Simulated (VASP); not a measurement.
# CoSi (F-43m) in VASP: single point with PBE

Aim: the single point of CoSi with PBE.

Everything below comes from runs of VASP 6.6.1. Logs are shortened: lines on timing, memory, paths and dates and some standing lists are left out, and cuts for length are marked.

**1. The undisturbed crystal**

It takes space group F-43m (No. 216, cubic). Conventional cell: a = 5.089 Å, b = 5.089 Å, c = 5.089 Å, α = 90.00°, β = 90.00°, γ = 90.00°. Co (site symmetry -43m) has 4 Si at 2.20 Å as nearest neighbours. Around Si (site symmetry -43m) lie 4 Co at 2.20 Å.

Measurements of this composition are mostly on another form, of space group No. 198.

**2. Single point, PBE, collinear spin, typed start (volume scaled by 0.75, LAPW)**

INCAR

```
PREC = Accurate
ENCUT = 520
EDIFF = 1E-7
ISMEAR = -1
SIGMA = 0.08
LREAL = F
LASPH = T
NELM = 150
ALGO = Normal
ISIF = 2
LWAVE = F
LCHARG = F
ISPIN = 2
MAGMOM = 1.7 0
LORBIT = 11
LMAXMIX = 4
GGA = PE
NBANDS = 18
```

KPOINTS

```
Automatic mesh
0
Gamma
  14 14 14
```

POSCAR

```
CoSi
1.0
    0.0000000000      2.3117648173      2.3117648173
    2.3117648173      0.0000000000      2.3117648173
    2.3117648173      2.3117648173      0.0000000000
Co Si
1 1
Direct
    0.0000000000      0.0000000000      0.0000000000
    0.2500000000      0.2500000000      0.2500000000
```

Potentials or basis: VASP PAW PBE potentials, release 64 (Co, Si).

Run with:

```sh
$ cat potpaw_PBE.64/Co/POTCAR potpaw_PBE.64/Si/POTCAR > POTCAR
$ mpirun -np 1 vasp_std > vasp.out
```

OUTCAR:

```text
PREC = Accurate
   ENCUT = 520
   EDIFF = 1E-7
   ISMEAR = -1
   LREAL = F
   LASPH = T
   NELM = 150
   ISIF = 2
   ISPIN = 2
   LORBIT = 11
   GGA = PE

 ion  position               nearest neighbor table
   1  0.000  0.000  0.000-   2 2.00   2 2.00   2 2.00   2 2.00
   2  0.250  0.250  0.250-   1 2.00   1 2.00   1 2.00   1 2.00

  LATTYP: Found a face centered cubic cell.
 ALAT       =     4.6235296346

  Lattice vectors:

 A1 = (   0.0000000000,   2.3117648173,   2.3117648173)
 A2 = (   2.3117648173,   0.0000000000,   2.3117648173)
 A3 = (   2.3117648173,   2.3117648173,   0.0000000000)

Analysis of symmetry for initial positions (statically):
=====================================================================
 Subroutine PRICEL returns:
 Original cell was already a primitive cell.

 Routine SETGRP: Setting up the symmetry group for a
 face centered cubic supercell.

 Subroutine GETGRP returns: Found 24 space group operations
 (whereof 24 operations were pure point group operations)
 out of a pool of 48 trial point group operations.

The static configuration has the point symmetry T_d .

Analysis of symmetry for dynamics (positions and initial velocities):
=====================================================================
 Subroutine PRICEL returns:
 Original cell was already a primitive cell.

 Routine SETGRP: Setting up the symmetry group for a
 face centered cubic supercell.

 Subroutine GETGRP returns: Found 24 space group operations
 (whereof 24 operations were pure point group operations)
 out of a pool of 48 trial point group operations.

The dynamic configuration has the point symmetry T_d .

Analysis of structural, dynamic, and magnetic symmetry:
=====================================================================
 Subroutine PRICEL returns:
 Original cell was already a primitive cell.

 Routine SETGRP: Setting up the symmetry group for a
 face centered cubic supercell.

 Subroutine GETGRP returns: Found 24 space group operations
 (whereof 24 operations were pure point group operations)
 out of a pool of 48 trial point group operations.

The overall configuration has the point symmetry T_d .

 Subroutine INISYM returns: Found 24 space group operations
 (whereof 24 operations are pure point group operations),
 and found     1 'primitive' translations

----------------------------------------------------------------------------------------

                                     Primitive cell

  volume of cell :      24.7093

  direct lattice vectors                    reciprocal lattice vectors
     0.000000000  2.311764817  2.311764817    -0.216284977  0.216284977  0.216284977
     2.311764817  0.000000000  2.311764817     0.216284977 -0.216284977  0.216284977
     2.311764817  2.311764817  0.000000000     0.216284977  0.216284977 -0.216284977

  length of vectors
     3.269329158  3.269329158  3.269329158     0.374616569  0.374616569  0.374616569

  position of ions in fractional coordinates (direct lattice)
     0.000000000  0.000000000  0.000000000
     0.250000000  0.250000000  0.250000000

  ion indices of the primitive-cell ions
   primitive index   ion index
                 1           1
                 2           2

----------------------------------------------------------------------------------------

 KPOINTS: Automatic mesh

Automatic generation of k-mesh.
 Grid dimensions read from file:
 generate k-points for:   14   14   14

 Generating k-lattice:

  Cartesian coordinates                     Fractional coordinates (reciprocal lattice)
    -0.015448927  0.015448927  0.015448927     0.071428571  0.000000000  0.000000000
     0.015448927 -0.015448927  0.015448927     0.000000000  0.071428571  0.000000000
     0.015448927  0.015448927 -0.015448927     0.000000000  0.000000000  0.071428571

  Length of vectors
     0.026758326  0.026758326  0.026758326

  Shift w.r.t. Gamma in fractional coordinates (k-lattice)
     0.000000000  0.000000000  0.000000000

 Subroutine IBZKPT returns following result:
 ===========================================

 Found    104 irreducible k-points:

 Following reciprocal coordinates:
            Coordinates               Weight
  0.000000  0.000000  0.000000      1.000000
  0.071429  0.000000  0.000000      8.000000
  0.142857  0.000000  0.000000      8.000000
  0.214286  0.000000  0.000000      8.000000
  0.285714  0.000000  0.000000      8.000000
  0.357143  0.000000  0.000000      8.000000
[... 16 lines left out ...]
  0.214286  0.142857  0.000000     24.000000
  0.285714  0.142857  0.000000     24.000000
 [... further k-points ...]
   k-points           NKPTS =    104   k-points in BZ     NKDIM =    104   number of bands    NBANDS=     18
   number of dos      NEDOS =    301   number of ions     NIONS =      2
   total plane-waves  NPLWV =  13824
   dimension x,y,z NGX =    24 NGY =   24 NGZ =   24
   dimension x,y,z NGXF=    48 NGYF=   48 NGZF=   48
   ions per type =               1   1
   NGX,Y,Z   is equivalent  to a cutoff of  12.20, 12.20, 12.20 a.u.
   NGXF,Y,Z  is equivalent  to a cutoff of  24.41, 24.41, 24.41 a.u.
 SYSTEM =  unknown system
   PREC   = accura    normal or accurate (medium, high low for compatibility)
   ISTART =      0    job   : 0-new  1-cont  2-samecut
   ICHARG =      2    charge: 1-file 2-atom 10-const
   ISPIN  =      2    spin polarized calculation?
   LNONCOLLINEAR =      F non collinear calculations
   LSORBIT =      F    spin-orbit coupling
   LASPH  =      T    aspherical Exc in radial PAW
   ENCUT  =  520.0 eV  38.22 Ry    6.18 a.u.   6.08  6.08  6.08*2*pi/ulx,y,z
   NELM   =    150;   NELMIN=  2; NELMDL= -5     # of ELM steps
   EDIFF  = 0.1E-06   stopping-criterion for ELM
   LREAL  =      F    real-space projection
   EDIFFG = 0.1E-05   stopping-criterion for IOM
   NSW    =      0    number of steps for IOM
   IBRION =     -1    ionic relax: 0-MD 1-quasi-New 2-CG
   NFREE  =      0    steps in history (QN), initial steepest desc. (CG)
   ISIF   =      2    stress and relaxation
   ISYM   =      2    0-nonsym 1-usesym 2-fastsym
   POTIM  = 0.5000    time-step for ionic-motion
   TEBEG  =    0.0;   TEEND  =   0.0 temperature during run
   PSTRESS=    0.0 pullay stress
   NELECT =      13.0000    total number of electrons
   NUPDOWN=      -1.0000    fix difference up-down
   EMIN   =  10.00;   EMAX   =-10.00  energy-range for DOS
   EFERMI =   0.00;   METHOD = LEGACY
   ISMEAR =    -1;   SIGMA  =   0.08  broadening in eV -4-tet -1-fermi 0-gaus
   EFERMI_NEDOS =   21; number of points for ismear=-14 and -15
   IALGO  =     38    algorithm
   IMIX   =      4    mixing-type and parameters
     AMIX     =   0.40;   BMIX     =  1.00
     AMIX_MAG =   1.60;   BMIX_MAG =  1.00
  volume/ion in A,a.u.               =      12.35        83.37
  Fermi-wavevector in a.u.,A,eV,Ry     =   1.321607  2.497475 23.764545  1.746645
  Thomas-Fermi vector in A             =   2.451348
   LORBIT       =     11    0 simple, 1 ext, 2 COOP (PROOUT), +10 PAW based schemes
   GGA     = PE    functional components
   LHFCALC =     F    Hartree Fock is set to
   AEXX    =    0.0000 exact exchange contribution
   IVDW    =     0    specifies the selected vdW correction
   LEPSILON=     F    determine dielectric tensor
   LRPA    =     F    only Hartree local field effects (RPA)
 spin polarized calculation
  energy-cutoff  :      520.00
  volume of cell :       24.71
 maximum number of plane-waves:       678
   NGX = 13   NGY = 13   NGZ = 13

 number of electron      12.9999991 magnetization       0.0000072

 number of electron      12.9999991 magnetization      -0.0000020

 Free energy of the ion-electron system (eV)
  ---------------------------------------------------
  ext. energy  EPLUGINS =         0.00000000
  ---------------------------------------------------
  free energy    TOTEN  =       -10.60288369 eV

  energy without entropy =      -10.58797592  energy(sigma->0) =      -10.59542981

 E-fermi :   9.5169     XC(G=0): -11.9084

 val. band max:        9.4535543938   @ k =  -0.3571   0.0714   0.0000
 cond. band min:       9.5897713064   @ k =  -0.2857   0.2143   0.0714
 fundamental gap:      0.1362169126
 Fermi energy:         9.5168615696

 spin component 1

 k-point     1 :       0.0000    0.0000    0.0000
  band No.  band energies     occupation
      1      -2.1447      1.00000
      2       6.2959      1.00000
      3       6.2959      1.00000
      4       6.2959      1.00000
      5       7.8627      1.00000
      6       7.8627      1.00000
[... 10 lines left out ...]
     17      27.4211      0.00000
     18      27.4211      0.00000
[... 463 lines left out ...]
 k-point    24 :       0.2857    0.1429    0.0000
  band No.  band energies     occupation
      1      -0.6849      1.00000
      2       5.6633      1.00000
      3       6.5555      1.00000
      4       6.6218      1.00000
      5       7.5044      1.00000
      6       8.0785      1.00000
[... 10 lines left out ...]
     17      31.3997      0.00000
     18      32.3084      0.00000

 [... further k-points ...]

 spin component 2

 k-point     1 :       0.0000    0.0000    0.0000
  band No.  band energies     occupation
      1      -2.1447      1.00000
      2       6.2959      1.00000
      3       6.2959      1.00000
      4       6.2959      1.00000
      5       7.8627      1.00000
      6       7.8627      1.00000
[... 10 lines left out ...]
     17      27.4211      0.00000
     18      27.4211      0.00000
[... 463 lines left out ...]
 k-point    24 :       0.2857    0.1429    0.0000
  band No.  band energies     occupation
      1      -0.6849      1.00000
      2       5.6633      1.00000
      3       6.5555      1.00000
      4       6.6218      1.00000
      5       7.5044      1.00000
      6       8.0785      1.00000
[... 10 lines left out ...]
     17      31.3997      0.00000
     18      32.3084      0.00000

 [... further k-points ...]
[... 5 lines left out ...]
  --------------------------------------------------------------------------------------
  -------------------------------------------------------------------------------------
  Total        8.7258953      8.7258953      8.7258953      0.0000000     -0.0000000     -0.0000000
  in kB      565.7956923    565.7956923    565.7956923      0.0000000     -0.0000000     -0.0000000
  external PRESSURE =     565.7956923 kB  Pullay stress =       0.0000000 kB

 VOLUME and BASIS-vectors are now :
 -----------------------------------------------------------------------------
  energy-cutoff  :      520.00
  volume of cell :       24.71
      direct lattice vectors                 reciprocal lattice vectors
     0.000000000  2.311764817  2.311764817    -0.216284977  0.216284977  0.216284977
     2.311764817  0.000000000  2.311764817     0.216284977 -0.216284977  0.216284977
     2.311764817  2.311764817  0.000000000     0.216284977  0.216284977 -0.216284977

 POSITION                                       TOTAL-FORCE (eV/Angst)
 -----------------------------------------------------------------------------------
      0.00000      0.00000      0.00000        -0.000000     -0.000000     -0.000000
      1.15588      1.15588      1.15588         0.000000      0.000000      0.000000
 -----------------------------------------------------------------------------------
    total drift:                                0.000002      0.000002      0.000002

  FREE ENERGIE OF THE ION-ELECTRON SYSTEM (eV)
  ---------------------------------------------------
  free  energy   TOTEN  =       -10.6028836913 eV

  energy  without entropy=      -10.5879759246  energy(sigma->0) =      -10.59542981

 total charge

# of ion       s       p       d       tot
------------------------------------------
    1        0.664   0.561   7.863   9.088
    2        0.869   1.017   0.000   1.886
--------------------------------------------------
tot          1.533   1.578   7.863  10.974

 magnetization (x)

# of ion       s       p       d       tot
------------------------------------------
    1       -0.000  -0.000   0.000   0.000
    2        0.000   0.000   0.000   0.000
--------------------------------------------------
tot          0.000   0.000   0.000   0.000
```

It took 44 s on 1 thread of AMD EPYC 9R45 (Zen 5), shared host; peak memory 0.17 GiB.

Results:

- Free energy: -10.6029 eV
- Pressure: 56.6 GPa
- Band gap on the k mesh: none (metal or under the smearing width)
- Net moment: 0.00 μB per cell
- Valence electrons inside the program's atomic spheres: Co 9.09; Si 1.89

Levels at points of the mesh, in eV from the Fermi level:
Spin up:
```csv
k point,band 3,band 4,band 5,band 6,band 7,band 8,band 9,band 10
"(0.00, 0.00, 0.00)",-3.22,-3.22,-1.65,-1.65,8.44,8.44,8.44,9.08
"(0.50, 0.00, 0.00)",-2.99,-2.99,-1.36,-1.36,-0.80,5.29,5.29,9.18
"(0.50, 0.50, 0.00)",-2.57,-1.81,-1.81,-1.04,-0.16,1.21,1.21,6.92
```
Spin down:
| k point | band 3 | band 4 | band 5 | band 6 | band 7 | band 8 | band 9 | band 10 |
| --- | --- | --- | --- | --- | --- | --- | --- | --- |
| (0.00, 0.00, 0.00) | -3.22 | -3.22 | -1.65 | -1.65 | 8.44 | 8.44 | 8.44 | 9.08 |
| (0.50, 0.00, 0.00) | -2.99 | -2.99 | -1.36 | -1.36 | -0.80 | 5.29 | 5.29 | 9.18 |
| (0.50, 0.50, 0.00) | -2.57 | -1.81 | -1.81 | -1.04 | -0.16 | 1.21 | 1.21 | 6.92 |

Caveat: the starting moments collapsed, and a magnetic state may lie lower; so large a pressure means that the cell lies far from this level's equilibrium, or that cutoff or potentials fall short.
